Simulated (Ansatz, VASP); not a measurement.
One calculation of KZnF3, two programs

```
CELL_PARAMETERS angstrom
4.04617 0.00000 0.00000
0.00000 4.04617 0.00000
0.00000 0.00000 3.84386
ATOMIC_POSITIONS crystal
K 0.00000 0.00000 0.00000
Zn 0.50000 0.50000 0.50000
F 0.50000 0.50000 0.00000
F 0.50000 0.00000 0.50000
F 0.00000 0.50000 0.50000
```

Change from the starting cell: uniaxial_z strain -5.0%.

Alike in both runs: task single point; functional r2SCAN; k mesh 6 × 6 × 6; no spin polarisation.

|  | VASP | Ansatz |
| --- | --- | --- |
| version | VASP 6.6.1 | Ansatz 0.2.0 |
| potentials or method | VASP PAW PBE potentials, release 64 (K_sv, Zn, F) | plane waves, PAW |
| plane-wave cutoff (eV) | 520 | 500 |
| occupations | gaussian, width 0.01 eV | fixed |
| valence electrons in the cell | 42 | 42 |

VASP gave:

* gap on the k mesh at the Fermi level (eV): 4.56
* pressure (GPa): 5.8
* largest component of the traceless stress (GPa): 4.47

Task: Which values does Ansatz return?

Result: gap on the k mesh at the Fermi level (eV): 4.62; pressure (GPa): 5.3; largest component of the traceless stress (GPa): 4.19.

Caveats: the PAW data sets were made with another functional, which shifts forces and pressure a little (VASP). A k mesh can miss the band edges.
